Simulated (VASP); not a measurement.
# BP (F-43m) in VASP: further runs, part 2 of 2

VASP 6.6.1. The steps go on from the part before.

## Step 3: Relaxation of cell and atoms, LDA

INCAR reads:

```
ALGO = Normal ; EDIFF = 1E-7
EDIFFG = -0.005 ; ENCUT = 600
IBRION = 2 ; ISIF = 3
ISMEAR = 0 ; LASPH = True
LCHARG = False ; LREAL = False
LWAVE = False ; NELM = 100
NSW = 90 ; PREC = Accurate
SIGMA = 0.02
```

KPOINTS reads:

```
k-points
0
Gamma
  10 10 10
```

POSCAR reads:

```
BP
1.0
    0.0000000000      2.2660723800      2.2660723800
    2.2660723800      0.0000000000      2.2660723800
    2.2660723800      2.2660723800      0.0000000000
B P
1 1
Direct
    0.0000000000      0.0000000000      0.0000000000
    0.7500000000      0.7500000000      0.7500000000
```

Potentials or basis: VASP PAW LDA potentials, release 64 (B, P).

Command:

```
$ cat potpaw_LDA.64/B/POTCAR potpaw_LDA.64/P/POTCAR > POTCAR
$ mpirun -np 1 vasp_std > vasp.out
```

OUTCAR:

```text
EDIFF = 1E-7
   EDIFFG = -0.005
   ENCUT = 600
   IBRION = 2
   ISIF = 3
   ISMEAR = 0
   LASPH = True
   LREAL = False
   NELM = 100
   NSW = 90
   PREC = Accurate

 ion  position               nearest neighbor table
   1  0.000  0.000  0.000-   2 1.96   2 1.96   2 1.96   2 1.96
   2  0.750  0.750  0.750-   1 1.96   1 1.96   1 1.96   1 1.96

  LATTYP: Found a face centered cubic cell.
 ALAT       =     4.5321447600

  Lattice vectors:

 A1 = (   0.0000000000,   2.2660723800,   2.2660723800)
 A2 = (   2.2660723800,   0.0000000000,   2.2660723800)
 A3 = (   2.2660723800,   2.2660723800,   0.0000000000)

Analysis of symmetry for initial positions (statically):
=====================================================================
 Subroutine PRICEL returns:
 Original cell was already a primitive cell.

 Routine SETGRP: Setting up the symmetry group for a
 face centered cubic supercell.

 Subroutine GETGRP returns: Found 24 space group operations
 (whereof 24 operations were pure point group operations)
 out of a pool of 48 trial point group operations.

The static configuration has the point symmetry T_d .

Analysis of symmetry for dynamics (positions and initial velocities):
=====================================================================
 Subroutine PRICEL returns:
 Original cell was already a primitive cell.

 Routine SETGRP: Setting up the symmetry group for a
 face centered cubic supercell.

 Subroutine GETGRP returns: Found 24 space group operations
 (whereof 24 operations were pure point group operations)
 out of a pool of 48 trial point group operations.

The dynamic configuration has the point symmetry T_d .

 Subroutine INISYM returns: Found 24 space group operations
 (whereof 24 operations are pure point group operations),
 and found     1 'primitive' translations

----------------------------------------------------------------------------------------

[... 133 lines left out ...]

 number of electron       8.0000000 magnetization

 Free energy of the ion-electron system (eV)
  ---------------------------------------------------
  ext. energy  EPLUGINS =         0.00000000
  ---------------------------------------------------
  free energy    TOTEN  =       -14.39149283 eV

  energy without entropy =      -14.39149283  energy(sigma->0) =      -14.39149283

------------------------ aborting loop because EDIFF is reached ----------------------------------------

  FORCE on cell =-STRESS in cart. coord.  units (eV):
  Direction    XX          YY          ZZ          XY          YZ          ZX
  --------------------------------------------------------------------------------------
  -------------------------------------------------------------------------------------
  Total       -0.6845409     -0.6845409     -0.6845409     -0.0000000      0.0000000      0.0000000
  in kB      -47.1257937    -47.1257937    -47.1257937     -0.0000000      0.0000000      0.0000000
  external PRESSURE =     -47.1257937 kB  Pullay stress =       0.0000000 kB
[... 59 lines left out ...]
--------------------------------------- Ionic step        3  -------------------------------------------

 number of electron       8.0000001 magnetization

 Free energy of the ion-electron system (eV)
  ---------------------------------------------------
  ext. energy  EPLUGINS =         0.00000000
  ---------------------------------------------------
  free energy    TOTEN  =       -14.40125484 eV

  energy without entropy =      -14.40125484  energy(sigma->0) =      -14.40125484

 E-fermi :   7.9529     XC(G=0): -11.2209

 val. band max:        7.7926438480   @ k =   0.0000   0.0000   0.0000
 cond. band min:       8.9429363568   @ k =   0.4000   0.4000   0.0000
 fundamental gap:      1.1502925087
 Fermi energy:         7.9529423558

 k-point     1 :       0.0000    0.0000    0.0000
  band No.  band energies     occupation
      1      -7.8827      2.00000
      2       7.7926      2.00000
      3       7.7926      2.00000
      4       7.7926      2.00000
      5      11.2226      0.00000
      6      11.2226      0.00000
      7      11.2226      0.00000
      8      15.6559      0.00000
[... 243 lines left out ...]
 k-point    24 :       0.4000    0.3000    0.0000
  band No.  band energies     occupation
      1      -4.8637      2.00000
      2       1.6366      2.00000
      3       3.6290      2.00000
      4       4.1858      2.00000
      5       9.5319      0.00000
      6      11.3279      0.00000
      7      17.4115      0.00000
      8      17.4373      0.00000

 [... further k-points ...]

------------------------ aborting loop because EDIFF is reached ----------------------------------------

  FORCE on cell =-STRESS in cart. coord.  units (eV):
  Direction    XX          YY          ZZ          XY          YZ          ZX
  --------------------------------------------------------------------------------------
  -------------------------------------------------------------------------------------
  Total       -0.0017643     -0.0017643     -0.0017643     -0.0000000     -0.0000000      0.0000000
  in kB       -0.1249341     -0.1249341     -0.1249341     -0.0000000     -0.0000000      0.0000000
  external PRESSURE =      -0.1249341 kB  Pullay stress =       0.0000000 kB
[... 17 lines left out ...]
  FREE ENERGIE OF THE ION-ELECTRON SYSTEM (eV)
  ---------------------------------------------------
  free  energy   TOTEN  =       -14.4012548397 eV

  energy  without entropy=      -14.4012548397  energy(sigma->0) =      -14.40125484

 reached required accuracy - stopping structural energy minimisation
```

CONTCAR:

```text
BP
   1.00000000000000
    -0.0000000000000000    2.2448499136889160    2.2448499136889160
     2.2448499136889160    0.0000000000000000    2.2448499136889160
     2.2448499136889160    2.2448499136889160    0.0000000000000000
  B               P
     1     1
Direct
     0.0000000000000000    0.0000000000000000    0.0000000000000000
     0.7500000000000000    0.7500000000000000    0.7500000000000000

  0.00000000E+00  0.00000000E+00  0.00000000E+00
  0.00000000E+00  0.00000000E+00  0.00000000E+00
```

It took 21 s on 1 thread of Intel Xeon Platinum 8488C (Sapphire Rapids), shared host; peak memory 0.14 GiB.

Results:

| Property | Result |
| --- | --- |
| Free energy | -14.4013 eV |
| Relaxed volume | 11.31 Å³/atom |
| Relaxed cell | a = 3.175 Å, b = 3.175 Å, c = 3.175 Å, α = 60.00°, β = 60.00°, γ = 60.00° |
| Space group after relaxing (to 0.05 Å) | F-43m (No. 216) |
| Energy gained by relaxing | 4.9 meV/atom |
| Ionic steps | 3 |
| Pressure after relaxing | 0.0 GPa |
| Band gap on the k mesh | 1.15 eV, indirect (least direct gap 3.43 eV) |

Step by step:
| step | energy change (eV) | largest force (eV/Å) | pressure (GPa) | volume (Å³) |
| --- | --- | --- | --- | --- |
| 1 | 0.0000 | 0.0000 | -4.71 | 23.27 |
| 2 | -0.0039 | 0.0000 | 3.96 | 22.14 |
| 3 | -0.0098 | 0.0000 | -0.01 | 22.63 |

Final structure:
```
B P
1.0
     0.00000    2.24485    2.24485
     2.24485    0.00000    2.24485
     2.24485    2.24485    0.00000
B P
1 1
Cartesian
  0.0000 0.0000 0.0000
  3.3673 3.3673 3.3673
```

Levels at points of the mesh, in eV from the valence-band top:
| k point | band 1 | band 2 | band 3 | band 4 | band 5 | band 6 | band 7 | band 8 |
| --- | --- | --- | --- | --- | --- | --- | --- | --- |
| (0.00, 0.00, 0.00) | -15.68 | 0.00 | 0.00 | 0.00 | 3.43 | 3.43 | 3.43 | 7.86 |
| (0.50, 0.00, 0.00) | -12.22 | -9.24 | -1.79 | -1.79 | 3.98 | 4.70 | 4.70 | 10.04 |
| (0.50, 0.50, 0.00) | -10.68 | -8.65 | -4.22 | -4.22 | 1.24 | 1.53 | 12.30 | 12.30 |

## Step 4: Relaxation of cell and atoms, PBE

INCAR reads:

```
ALGO = Normal ; EDIFF = 1E-7
EDIFFG = -0.005 ; ENCUT = 600
GGA = PE ; IBRION = 2
ISIF = 3 ; ISMEAR = 0
LASPH = True ; LCHARG = False
LREAL = False ; LWAVE = False
NELM = 100 ; NSW = 90
PREC = Accurate ; SIGMA = 0.02
```

KPOINTS is that of step 3.

POSCAR is that of step 3.

Potentials or basis: VASP PAW PBE potentials, release 64 (B, P).

Command:

```
$ cat potpaw_PBE.64/B/POTCAR potpaw_PBE.64/P/POTCAR > POTCAR
$ mpirun -np 1 vasp_std > vasp.out
```

It took 22 s on 1 thread of Intel Xeon Platinum 8488C (Sapphire Rapids), shared host; peak memory 0.15 GiB.

It converged, with:

| Property | Result |
| --- | --- |
| Free energy | -12.9324 eV |
| Relaxed volume | 11.75 Å³/atom |
| Relaxed cell | a = 3.215 Å, b = 3.215 Å, c = 3.215 Å, α = 60.00°, β = 60.00°, γ = 60.00° |
| Space group after relaxing (to 0.05 Å) | F-43m (No. 216) |
| Energy gained by relaxing | 0.5 meV/atom |
| Ionic steps | 3 |
| Pressure after relaxing | 0.0 GPa |
| Band gap on the k mesh | 1.25 eV, indirect (least direct gap 3.39 eV) |

Step by step:
```tsv
step	energy change (eV)	largest force (eV/Å)	pressure (GPa)	volume (Å³)
1	0.0000	0.0000	1.55	23.27
2	-0.0005	0.0000	-1.09	23.65
3	-0.0010	0.0000	0.01	23.49
```

Final structure:
```yaml
crystal:
  lattice:
    - [0.00000, 2.27313, 2.27313]
    - [2.27313, 0.00000, 2.27313]
    - [2.27313, 2.27313, 0.00000]
  atoms:
    - { symbol: B, position: [0.00000, 0.00000, 0.00000] }
    - { symbol: P, position: [0.75000, 0.75000, 0.75000] }
```

Levels at points of the mesh, in eV from the valence-band top:
```tsv
k point	band 1	band 2	band 3	band 4	band 5	band 6	band 7	band 8
(0.00, 0.00, 0.00)	-15.41	0.00	0.00	0.00	3.39	3.39	3.39	7.29
(0.50, 0.00, 0.00)	-12.11	-8.99	-1.75	-1.75	3.75	4.71	4.71	10.11
(0.50, 0.50, 0.00)	-10.59	-8.55	-4.09	-4.09	1.34	1.66	12.07	12.07
```

## Step 5: Relaxation of cell and atoms, PBE+D3(BJ)

INCAR reads:

```
ALGO = Normal ; EDIFF = 1E-7
EDIFFG = -0.005 ; ENCUT = 600
GGA = PE ; IBRION = 2
ISIF = 3 ; ISMEAR = 0
IVDW = 12 ; LASPH = True
LCHARG = False ; LREAL = False
LWAVE = False ; NELM = 100
NSW = 90 ; PREC = Accurate
SIGMA = 0.02
```

KPOINTS is that of step 4.

POSCAR is that of step 4.

Potentials or basis: VASP PAW PBE potentials, release 64 (B, P).

Command:

```
$ cat potpaw_PBE.64/B/POTCAR potpaw_PBE.64/P/POTCAR > POTCAR
$ mpirun -np 1 vasp_std > vasp.out
```

OUTCAR:

```text
EDIFF = 1E-7
   EDIFFG = -0.005
   ENCUT = 600
   GGA = PE
   IBRION = 2
   ISIF = 3
   ISMEAR = 0
   IVDW = 12
   LASPH = True
   LREAL = False
   NELM = 100
   NSW = 90
   PREC = Accurate
 IVDW          = 12

 ion  position               nearest neighbor table
   1  0.000  0.000  0.000-   2 1.96   2 1.96   2 1.96   2 1.96
   2  0.750  0.750  0.750-   1 1.96   1 1.96   1 1.96   1 1.96

  LATTYP: Found a face centered cubic cell.
 ALAT       =     4.5321447600

  Lattice vectors:

 A1 = (   0.0000000000,   2.2660723800,   2.2660723800)
 A2 = (   2.2660723800,   0.0000000000,   2.2660723800)
 A3 = (   2.2660723800,   2.2660723800,   0.0000000000)

Analysis of symmetry for initial positions (statically):
=====================================================================
 Subroutine PRICEL returns:
 Original cell was already a primitive cell.

 Routine SETGRP: Setting up the symmetry group for a
 face centered cubic supercell.

 Subroutine GETGRP returns: Found 24 space group operations
 (whereof 24 operations were pure point group operations)
 out of a pool of 48 trial point group operations.

The static configuration has the point symmetry T_d .

Analysis of symmetry for dynamics (positions and initial velocities):
[... 151 lines left out ...]
--------------------------------------- Ionic step        1  -------------------------------------------

 number of electron       8.0000000 magnetization

 Free energy of the ion-electron system (eV)
  ---------------------------------------------------
  ext. energy  EPLUGINS =         0.00000000
  ---------------------------------------------------
  free energy    TOTEN  =       -12.93135781 eV

  energy without entropy =      -12.93135781  energy(sigma->0) =      -12.93135781

------------------------ aborting loop because EDIFF is reached ----------------------------------------

 Edisp (eV)   -0.64938

 E8    (eV) :    -0.2374
[... 71 lines left out ...]
--------------------------------------- Ionic step        3  -------------------------------------------

 number of electron       8.0000000 magnetization

 Free energy of the ion-electron system (eV)
  ---------------------------------------------------
  ext. energy  EPLUGINS =         0.00000000
  ---------------------------------------------------
  free energy    TOTEN  =       -12.92347412 eV

  energy without entropy =      -12.92347412  energy(sigma->0) =      -12.92347412

 E-fermi :   7.7752     XC(G=0): -11.0010

 val. band max:        7.6912078698   @ k =   0.0000   0.0000   0.0000
 cond. band min:       8.9007055475   @ k =   0.4000   0.4000   0.0000
 fundamental gap:      1.2094976776
 Fermi energy:         7.7751837860

 k-point     1 :       0.0000    0.0000    0.0000
  band No.  band energies     occupation
      1      -7.9639      2.00000
      2       7.6912      2.00000
      3       7.6912      2.00000
      4       7.6912      2.00000
      5      11.1248      0.00000
      6      11.1248      0.00000
      7      11.1248      0.00000
      8      15.3989      0.00000
[... 243 lines left out ...]
 k-point    24 :       0.4000    0.3000    0.0000
  band No.  band energies     occupation
      1      -4.9668      2.00000
      2       1.4842      2.00000
      3       3.5615      2.00000
      4       4.1077      2.00000
      5       9.4858      0.00000
      6      11.3079      0.00000
      7      17.3169      0.00000
      8      17.3316      0.00000

 [... further k-points ...]

------------------------ aborting loop because EDIFF is reached ----------------------------------------

 Edisp (eV)   -0.66110

 E8    (eV) :    -0.2415
[... 25 lines left out ...]
  FREE ENERGIE OF THE ION-ELECTRON SYSTEM (eV)
  ---------------------------------------------------
  free  energy   TOTEN  =       -13.5845772464 eV

  energy  without entropy=      -13.5845772464  energy(sigma->0) =      -13.58457725

 reached required accuracy - stopping structural energy minimisation
```

CONTCAR:

```text
BP
   1.00000000000000
    -0.0000000000000000    2.2526327389497980    2.2526327389497980
     2.2526327389497980   -0.0000000000000000    2.2526327389497980
     2.2526327389497980    2.2526327389497980    0.0000000000000000
  B               P
     1     1
Direct
     0.0000000000000000    0.0000000000000000    0.0000000000000000
     0.7500000000000000    0.7500000000000000    0.7500000000000000

  0.00000000E+00  0.00000000E+00  0.00000000E+00
  0.00000000E+00  0.00000000E+00  0.00000000E+00
```

It took 21 s on 1 thread of Intel Xeon Platinum 8488C (Sapphire Rapids), shared host; peak memory 0.16 GiB.

Results:

* Free energy: -13.5846 eV
* Relaxed volume: 11.43 Å³/atom
* Relaxed cell: a = 3.186 Å, b = 3.186 Å, c = 3.186 Å, α = 60.00°, β = 60.00°, γ = 60.00°
* Space group after relaxing (to 0.05 Å): F-43m (No. 216)
* Energy gained by relaxing: 1.9 meV/atom
* Ionic steps: 3
* Pressure after relaxing: 0.0 GPa
* Band gap on the k mesh: 1.21 eV, indirect (least direct gap 3.43 eV)
* Dispersion energy per atom: -0.331 eV

The path:
```tsv
step	energy change (eV)	largest force (eV/Å)	pressure (GPa)	volume (Å³)
1	0.0000	0.0000	-2.94	23.27
2	-0.0017	0.0000	2.31	22.56
3	-0.0038	0.0000	0.01	22.86
```

Final structure:
```
B P
1.0
     0.00000    2.25263    2.25263
     2.25263    0.00000    2.25263
     2.25263    2.25263    0.00000
B P
1 1
Direct
  0.00000 0.00000 0.00000
  0.75000 0.75000 0.75000
```

A k mesh can miss the band edges. PBE gaps usually lie below the measured ones, often by a third to a half.

## Step 6: Relaxation of cell and atoms, PBEsol

INCAR reads:

```
ALGO = Normal ; EDIFF = 1E-7
EDIFFG = -0.005 ; ENCUT = 300
GGA = PS ; IBRION = 2
ISIF = 3 ; ISMEAR = 0
LASPH = True ; LCHARG = False
LREAL = False ; LWAVE = False
NELM = 100 ; NSW = 90
PREC = Accurate ; SIGMA = 0.02
```

KPOINTS is that of step 5.

POSCAR is that of step 5.

Potentials or basis: VASP PAW PBE potentials, release 64 (B, P).

Command:

```
$ cat potpaw_PBE.64/B/POTCAR potpaw_PBE.64/P/POTCAR > POTCAR
$ mpirun -np 1 vasp_std > vasp.out
```

Run time: 6.9 s. Hardware: 1 thread of Intel Xeon Platinum 8488C (Sapphire Rapids), shared host; peak memory 0.11 GiB.

The run converged, but a check on its numbers failed (symmetry, net force, bounds or a known fault of this set-up), so they aren't taken as properties of the crystal.

Caveat: the cutoff lies under the usual one of these potentials, so the numbers hold a large basis-set error; the PAW data sets were made with another functional, which shifts forces and pressure a little.

## Step 7: Overview

| level | potentials or basis | gap on the mesh (eV) | pressure (GPa) | relaxed volume (Å³/atom) |
| --- | --- | --- | --- | --- |
| PBEsol | VASP PAW PBE potentials, release 64 (B, P) | 1.12 | 0.0 | 11.55 |
| LDA | VASP PAW LDA potentials, release 64 (B, P) | 1.15 | 0.0 | 11.31 |
| PBE | VASP PAW PBE potentials, release 64 (B, P) | 1.25 | 0.0 | 11.75 |
| PBE+D3(BJ) | VASP PAW PBE potentials, release 64 (B, P) | 1.21 | 0.0 | 11.43 |

Alike in all rows: task relaxation of cell and atoms; no spin polarisation; cell relaxed; k mesh 10 × 10 × 10; cutoff (eV) 600; smearing gaussian 0.02 eV.

Caveats: the PAW data sets were made with another functional, which shifts forces and pressure a little (some runs).

Absolute energies hang on the potentials; compare differences alone.
